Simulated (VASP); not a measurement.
## SiO2 (Quartz): how cutoff and mesh change the relaxed cell

Aim: test the relaxed volume of SiO2 (Quartz) against cutoff and mesh. The starting structure is a measured crystal structure from the Crystallography Open Database. The first relaxation on each setting starts from this cell expanded by 3 % in volume.

Main program and level: VASP 6.6.1; Kohn-Sham DFT with plane waves and PAW; PBEsol.

## 1. The starting structure

The structure is trigonal, space group P3_121 (No. 152). Conventional cell: a = 4.916 Å, b = 4.916 Å, c = 5.409 Å, α = 90.00°, β = 90.00°, γ = 120.00°. Nearest to Si lie 4 O at 1.61 Å. Nearest to O lie 2 Si at 1.61 Å. Farther neighbours and most contacts between anions are not listed.

## 2. Reference relaxation

INCAR

```
SYSTEM = SiO2
PREC = Accurate
ENCUT = 520
EDIFF = 1E-06
NELM = 100
ISMEAR = 0
SIGMA = 0.03
LREAL = .FALSE.
ALGO = Normal
GGA = PS
NBANDS = 33
LORBIT = 11
LWAVE = .FALSE.
LCHARG = .FALSE.
KPAR = 16
IBRION = 2
NSW = 50
ISIF = 3
EDIFFG = -0.006
```

POSCAR

```
SiO2
1.0
    4.9644744527      0.0000000000      0.0000000000
   -2.4822372263      4.2993609924      0.0000000000
    0.0000000000      0.0000000000      5.4626589287
Si O
3 6
Direct
    0.4697000000      0.4697000000      0.0000000000
    0.0000000000      0.5303000000      0.6666666667
    0.5303000000      0.0000000000      0.3333333333
    0.8538000000      0.2680000000      0.4523333333
    0.7320000000      0.5858000000      0.7856666667
    0.4142000000      0.1462000000      0.1190000000
    0.2680000000      0.8538000000      0.5476666667
    0.5858000000      0.7320000000      0.2143333333
    0.1462000000      0.4142000000      0.8810000000
```

KPOINTS

```
Automatic mesh
0
Gamma
6 6 4
0 0 0
```

Potentials, in the order of the species: Si and O (PBE family, release 64).

Launch:

```
> mpirun -np 16 vasp_std
```

Log:

```text
[banner, memory and clock lines left out]
running   16 mpi-ranks, on    1 nodes
 distrk:  each k-point on    1 cores,   16 groups
 distr:  one band on    1 cores,    1 groups

 POSCAR found type information on POSCAR SiO
 POSCAR found :  2 types and       9 ions
|                                                                             |
|           W    W    AA    RRRRR   N    N  II  N    N   GGGG   !!!           |
|           W    W   A  A   R    R  NN   N  II  NN   N  G    G  !!!           |
|           W    W  A    A  R    R  N N  N  II  N N  N  G       !!!           |
|           W WW W  AAAAAA  RRRRR   N  N N  II  N  N N  G  GGG   !            |
|           WW  WW  A    A  R   R   N   NN  II  N   NN  G    G                |
|           W    W  A    A  R    R  N    N  II  N    N   GGGG   !!!           |
|                                                                             |
|     For optimal performance we recommend to set                             |
|       NCORE = 2 up to number-of-cores-per-socket                            |
|     NCORE specifies how many cores store one orbital (NPAR=cpu/NCORE).      |
|     This setting can greatly improve the performance of VASP for DFT.       |
|     The default, NCORE=1 might be grossly inefficient on modern             |
|     multi-core architectures or massively parallel machines. Do your        |
|     Unfortunately you need to use the default for GW and RPA                |
|     calculations (for HF NCORE is supported but not extensively tested      |
|     yet).                                                                   |
|                                                                             |

|                                                                             |
|               ----> ADVICE to this user running VASP <----                  |
|                                                                             |
|     You enforced a specific xc type in the INCAR file but a different       |
|     [... a line on the potential file left out ...]
|     I HOPE YOU KNOW WHAT YOU ARE DOING!                                     |
|                                                                             |

 LDA part: xc-table for (Slater+PW92), standard interpolation
 POSCAR, INCAR and KPOINTS ok, starting setup
 FFT: planning ... GRIDC
 FFT: planning ... GRID_SOFT
 FFT: planning ... GRID
 WAVECAR not read
 entering main loop
       N       E                     dE             d eps       ncg     rms          rms(c)
DAV:   1     0.272547902289E+03    0.27255E+03   -0.25174E+04  1584   0.134E+03
DAV:   2    -0.640078425604E+02   -0.33656E+03   -0.32627E+03  2042   0.303E+02
DAV:   3    -0.823913037442E+02   -0.18383E+02   -0.18304E+02  2007   0.757E+01
DAV:   4    -0.825973063332E+02   -0.20600E+00   -0.20580E+00  1976   0.896E+00
DAV:   5    -0.826005256181E+02   -0.32193E-02   -0.32181E-02  1984   0.110E+00    0.243E+01
DAV:   6    -0.740811311371E+02    0.85194E+01   -0.32442E+01  1883   0.302E+01    0.119E+01
DAV:   7    -0.740234982390E+02    0.57633E-01   -0.85120E-01  1928   0.463E+00    0.438E+00
DAV:   8    -0.739949182973E+02    0.28580E-01   -0.41445E-02  1960   0.158E+00    0.153E+00
DAV:   9    -0.739998154804E+02   -0.48972E-02   -0.17227E-02  1904   0.976E-01    0.340E-01
DAV:  10    -0.740015649328E+02   -0.17495E-02   -0.35616E-03  1943   0.308E-01    0.973E-02
DAV:  11    -0.740015135481E+02    0.51385E-04   -0.11190E-03  1976   0.191E-01    0.234E-02
DAV:  12    -0.740015167314E+02   -0.31834E-05   -0.37739E-05  1974   0.362E-02    0.171E-02
DAV:  13    -0.740015200374E+02   -0.33059E-05   -0.17882E-05  1912   0.220E-02    0.384E-03
DAV:  14    -0.740015205302E+02   -0.49288E-06   -0.67731E-07  1400   0.492E-03
   1 F= -.74001521E+02 E0= -.74001521E+02  d E =-.740015E+02
[... from here on, the cycles between the ionic steps are left out ...]
   2 F= -.74000343E+02 E0= -.74000343E+02  d E =0.117732E-02
   3 F= -.74003526E+02 E0= -.74003526E+02  d E =-.200525E-02
   4 F= -.74003987E+02 E0= -.74003987E+02  d E =-.460755E-03
   5 F= -.74004274E+02 E0= -.74004274E+02  d E =-.747963E-03
   6 F= -.74004277E+02 E0= -.74004277E+02  d E =-.353270E-05
   7 F= -.74004284E+02 E0= -.74004284E+02  d E =-.105917E-04
   8 F= -.74004297E+02 E0= -.74004297E+02  d E =-.129751E-04
 ZBRENT: can't locate minimum, use default step
 trial-energy change:   -0.000013  1 .order   -0.000013   -0.000015   -0.000012
 step:   1.4895(harm=  1.5724)  dis= 0.00113  next Energy=   -74.004316 (dE=-0.321E-04)
 bond charge predicted
       N       E                     dE             d eps       ncg     rms          rms(c)
DAV:   1    -0.740042790681E+02    0.18805E-04   -0.28404E-02  1584   0.105E+00    0.327E-02
DAV:   2    -0.740043156837E+02   -0.36616E-04   -0.50502E-04  2014   0.133E-01    0.147E-02
DAV:   3    -0.740043108195E+02    0.48642E-05   -0.59053E-06  1959   0.181E-02    0.837E-03
DAV:   4    -0.740043090166E+02    0.18029E-05   -0.57415E-06  2005   0.174E-02    0.163E-03
DAV:   5    -0.740043091053E+02   -0.88665E-07   -0.11110E-06  1039   0.659E-03
   9 F= -.74004309E+02 E0= -.74004309E+02  d E =-.247671E-04
 curvature:  -1.83 expect dE=-0.265E-04 dE for cont linesearch -0.112E-05
 trial: gam= 0.00000 g(F)=  0.947E-05 g(S)=  0.499E-05 ort =-0.764E-05 (trialstep = 0.596E+00)
 search vector abs. value=  0.145E-04
 reached required accuracy - stopping structural energy minimisation
```

It took 58 s on 16 MPI ranks of AMD EPYC 7R43, shared host; peak memory 4.9 GiB.

The logs omit lines about the potential files and the build; timing stands in the text.

Parts of OUTCAR (step 2):

```text
ion  position               nearest neighbor table
   1  0.470  0.470  0.000-   6 1.62   9 1.62   8 1.63   5 1.63   3 3.09   3 3.09   2 3.09   2 3.09

  LATTYP: Found a hexagonal cell.
 ALAT       =     4.9644744527
 C/A-ratio  =     1.1003498922

 Subroutine GETGRP returns: Found  6 space group operations
 (whereof  2 operations were pure point group operations)

The static configuration has the point symmetry C_2 .
 The point group associated with its full space group is D_3 .

 Found     24 irreducible k-points:

   k-points           NKPTS =     24   k-points in BZ     NKDIM =     24   number of bands    NBANDS=     33

   dimension x,y,z NGX =    40 NGY =   40 NGZ =   42
   dimension x,y,z NGXF=    80 NGYF=   80 NGZF=   84

   ENCUT  =  520.0 eV  38.22 Ry    6.18 a.u.   9.23  9.23 10.16*2*pi/ulx,y,z

   NELECT =      48.0000    total number of electrons

 k-points in reciprocal lattice and weights: Automatic mesh
   0.00000000  0.00000000  0.00000000       0.007
   0.16666667 -0.00000000  0.00000000       0.042
   0.33333333 -0.00000000  0.00000000       0.042
   0.50000000 -0.00000000  0.00000000       0.021
   0.16666667  0.16666667  0.00000000       0.042
   0.33333333  0.16666667  0.00000000       0.083
   0.33333333  0.33333333  0.00000000       0.014
   0.00000000  0.00000000  0.25000000       0.014
   0.16666667 -0.00000000  0.25000000       0.042
[...]
0.33333333  0.16666667  0.50000000       0.083
   0.33333333  0.33333333  0.50000000       0.014

 average (electrostatic) potential at core
       1 -86.4429       2 -86.4429       3 -86.4429       4 -72.5115       5 -72.5115
       6 -72.5115       7 -72.5115       8 -72.5115       9 -72.5115

 E-fermi :   0.9957

 k-point     1 :       0.0000    0.0000    0.0000
  band No.  band energies     occupation
    ...
     20      -0.1580      2.00000
     21      -0.1580      2.00000
     22       0.1585      2.00000
     23       0.5204      2.00000
     24       0.5204      2.00000
     25       6.5320      0.00000
     26       9.8594      0.00000
     27       9.8594      0.00000
     28      10.2939      0.00000
     29      10.2939      0.00000
    ...

 k-point     2 :       0.1667   -0.0000    0.0000
  band No.  band energies     occupation
    ...
     20      -0.2147      2.00000
     21      -0.1585      2.00000
     22       0.0625      2.00000
     23       0.5768      2.00000
     24       0.6106      2.00000
     25       6.9551      0.00000
     26       9.8145      0.00000
     27       9.8813      0.00000
     28      10.3363      0.00000
     29      10.4458      0.00000
    ...

 k-point     3 :       0.3333   -0.0000    0.0000
  band No.  band energies     occupation
    ...
     20      -0.2558      2.00000
     21      -0.1740      2.00000
     22       0.0187      2.00000
     23       0.5954      2.00000
     24       0.7454      2.00000
     25       7.9465      0.00000
     26       9.8297      0.00000
     27       9.9438      0.00000
     28      10.4611      0.00000
     29      10.8119      0.00000
    ...

  Total        0.0029930      0.0029930      0.0302123      0.0000000      0.0000000      0.0000000
  in kB        0.0413877      0.0413877      0.4177836      0.0000000      0.0000000      0.0000000
  external PRESSURE =       0.1668530 kB  Pullay stress =       0.0000000 kB

  energy-cutoff  :      520.00
  volume of cell :      115.86
      direct lattice vectors                 reciprocal lattice vectors
     4.955492435 -0.000000000  0.000000000     0.201796292  0.116507144  0.000000000
    -2.477746217  4.291582336 -0.000000000     0.000000000  0.233014287  0.000000000
     0.000000000 -0.000000000  5.448021894    -0.000000000  0.000000000  0.183552860

 POSITION                                       TOTAL-FORCE (eV/Angst)
 -----------------------------------------------------------------------------------
      1.16505      2.01792     -0.00000         0.001602      0.002775     -0.000000
     -1.31270      2.27367      3.63201         0.001602     -0.002775     -0.000000
      2.62540     -0.00000      1.81601        -0.003204      0.000000     -0.000000
      3.57048      1.14527      2.46561        -0.003589     -0.003519     -0.001517
      2.17842      2.51949      4.28162         0.004842     -0.001349     -0.001517
      1.68434      0.62683      0.64961        -0.001253      0.004868     -0.001517
     -0.79341      3.66476      2.98241        -0.001253     -0.004868      0.001517
      1.09273      3.14632      1.16640        -0.003589      0.003519      0.001517
     -0.29932      1.77209      4.79841         0.004842      0.001349      0.001517
 -----------------------------------------------------------------------------------
    total drift:                                0.000001      0.000001     -0.000000

  FREE ENERGIE OF THE ION-ELECTRON SYSTEM (eV)
  ---------------------------------------------------
  free  energy   TOTEN  =       -74.0043091053 eV

  energy  without entropy=      -74.0043091053  energy(sigma->0) =      -74.00430911

 reached required accuracy - stopping structural energy minimisation

 total charge
# of ion       s       p       d       tot
------------------------------------------
    1        0.645   0.995   0.000   1.640
    2        0.645   0.995   0.000   1.640
    3        0.645   0.995   0.000   1.640
    4        1.545   3.677   0.000   5.221
    5        1.545   3.677   0.000   5.221
    6        1.545   3.677   0.000   5.221
    7        1.545   3.677   0.000   5.221
    8        1.545   3.677   0.000   5.221
    9        1.545   3.677   0.000   5.221
--------------------------------------------------
tot         11.203  25.044   0.000  36.247

[... 3 further parts left out ...]
```

Logs of long relaxations may skip ionic steps without a mark.

The PAW data sets were made with PBE, which is usual practice but a small mismatch for other functionals. The run keeps the 6 symmetry operations of its start, so it cannot find a distortion of lower symmetry.

The reference relaxation ends at 12.874 Å³ an atom. Pressures at 0.985 and 1.015 times this volume, from two more relaxations that aren't shown, give a bulk modulus of 34.6 GPa.

## 3. Relaxation with a cutoff of 400 eV

Against step 2 the input has ENCUT = 400. This run starts from the cell of an earlier relaxation, which isn't shown; the restart sets up the plane waves anew.

INCAR, as its differences from that of step 2:

```diff
@@ -2,3 +2,3 @@
 PREC = Accurate
-ENCUT = 520
+ENCUT = 400
 EDIFF = 1E-06
```

POSCAR

```
SiO2
1.0
    4.8276964660      0.0000000000      0.0000000000
   -2.4138482329      4.1809077812      0.0000000000
    0.0000000000      0.0000000000      5.3422470023
Si O
3 6
Direct
    0.4591813691      0.4591813691      0.0000000000
    1.0000000000      0.5408186309      0.6666666667
    0.5408186309      0.0000000000      0.3333333333
    0.8779900287      0.2849505986      0.4381318214
    0.7150494014      0.5930394301      0.7714651548
    0.4069605699      0.1220099713      0.1047984881
    0.2849505986      0.8779900287      0.5618681786
    0.5930394301      0.7150494014      0.2285348452
    0.1220099713      0.4069605699      0.8952015119
```

KPOINTS is that of step 2.

Launch:

```
> mpirun -np 16 vasp_std
```

Log:

```text
[banner, memory and clock lines left out]
running   16 mpi-ranks, on    1 nodes
[...]
[... a notice as in an earlier step ...]

 [... a notice as in an earlier step ...]

 LDA part: xc-table for (Slater+PW92), standard interpolation
 POSCAR, INCAR and KPOINTS ok, starting setup
[...]
entering main loop
       N       E                     dE             d eps       ncg     rms          rms(c)
DAV:   1     0.226564367778E+03    0.22656E+03   -0.22191E+04  1600   0.110E+03
DAV:   2    -0.684382686964E+02   -0.29500E+03   -0.28747E+03  2055   0.281E+02
DAV:   3    -0.821547420939E+02   -0.13716E+02   -0.13670E+02  1991   0.649E+01
DAV:   4    -0.822899080235E+02   -0.13517E+00   -0.13505E+00  1984   0.724E+00
[...]
DAV:  12    -0.740488065250E+02   -0.13489E-05   -0.26981E-05  2000   0.308E-02    0.129E-02
DAV:  13    -0.740488084703E+02   -0.19453E-05   -0.10691E-05  1968   0.172E-02    0.402E-03
DAV:  14    -0.740488088238E+02   -0.35355E-06   -0.37684E-07  1432   0.359E-03
[...]
4 F= -.74061048E+02 E0= -.74061048E+02  d E =-.398596E-02
   5 F= -.74066752E+02 E0= -.74066752E+02  d E =-.968921E-02
   6 F= -.74067724E+02 E0= -.74067724E+02  d E =-.972377E-03
   7 F= -.74068264E+02 E0= -.74068264E+02  d E =-.151250E-02
   8 F= -.74069548E+02 E0= -.74069548E+02  d E =-.128393E-02
   9 F= -.74072367E+02 E0= -.74072367E+02  d E =-.410284E-02
  10 F= -.74073306E+02 E0= -.74073306E+02  d E =-.504180E-02
  11 F= -.74073700E+02 E0= -.74073700E+02  d E =-.543614E-02
  12 F= -.74073939E+02 E0= -.74073939E+02  d E =-.238905E-03
  13 F= -.74073945E+02 E0= -.74073945E+02  d E =-.245167E-03
  14 F= -.74074086E+02 E0= -.74074086E+02  d E =-.141132E-03
  15 F= -.74074168E+02 E0= -.74074168E+02  d E =-.222244E-03
  16 F= -.74074263E+02 E0= -.74074263E+02  d E =-.955389E-04
  17 F= -.74074313E+02 E0= -.74074313E+02  d E =-.145515E-03
  18 F= -.74074323E+02 E0= -.74074323E+02  d E =-.962886E-05
  19 F= -.74074345E+02 E0= -.74074345E+02  d E =-.314583E-04
  20 F= -.74074343E+02 E0= -.74074343E+02  d E =-.302849E-04
  21 F= -.74074351E+02 E0= -.74074351E+02  d E =-.374530E-04
  22 F= -.74074357E+02 E0= -.74074357E+02  d E =-.655092E-05
  23 F= -.74074364E+02 E0= -.74074364E+02  d E =-.133977E-04
[...]
reached required accuracy - stopping structural energy minimisation
```

It took 77 s on 16 MPI ranks; peak memory 3.8 GiB.

From OUTCAR (step 3):

```text
  Total       -0.0094877     -0.0094877      0.0182887     -0.0000000      0.0000000      0.0000000
  in kB       -0.1452866     -0.1452866      0.2800577     -0.0000000      0.0000000      0.0000000
  external PRESSURE =      -0.0035052 kB  Pullay stress =       0.0000000 kB

 POSITION                                       TOTAL-FORCE (eV/Angst)
 -----------------------------------------------------------------------------------
      1.08591      1.88085      0.00000        -0.001629     -0.002822      0.000000
     -1.30004      2.25173      3.53706        -0.001629      0.002822      0.000000
      2.60008     -0.00000      1.76853         0.003258     -0.000000      0.000000
      3.53905      1.20271      2.30063         0.002054     -0.000132     -0.002718
      1.96079      2.46355      4.06916        -0.000912      0.001845     -0.002718
      1.65800      0.46632      0.53210        -0.001142     -0.001713     -0.002718
     -0.72795      3.66626      3.00496        -0.001142      0.001713      0.002718
      1.15310      2.92987      1.23643         0.002054      0.000132      0.002718
     -0.42515      1.66903      4.77349        -0.000912     -0.001845      0.002718
 -----------------------------------------------------------------------------------
    total drift:                                0.000004      0.000007     -0.000000

  FREE ENERGIE OF THE ION-ELECTRON SYSTEM (eV)
  ---------------------------------------------------
  free  energy   TOTEN  =       -74.0743639590 eV

  energy  without entropy=      -74.0743639590  energy(sigma->0) =      -74.07436396

[... 2 parts as in an earlier step ...]

[... 2 further parts left out ...]
[key lines of the parts left out:]
E-fermi :   1.8301
```

With a cutoff of 400 eV the cell ends at 11.625 Å³ an atom, -9.70 % from the reference, and since the restart alone still moved it by -3.0 % it may not have settled.

(Continued in part 2 of 2.)

[Lines on the potential files, build, host, timing and source positions are cut from VASP's logs without a mark.]

[Logs are printed without paths, hosts, clocks, repeated set-up lines and the standing remarks that a program may print on its own settings, such as how far it seeks lower states.]

[Hosts, paths, dates, database ids (printed as entryN), source tags and the programs' standing remarks are cut or masked in the printed files.]
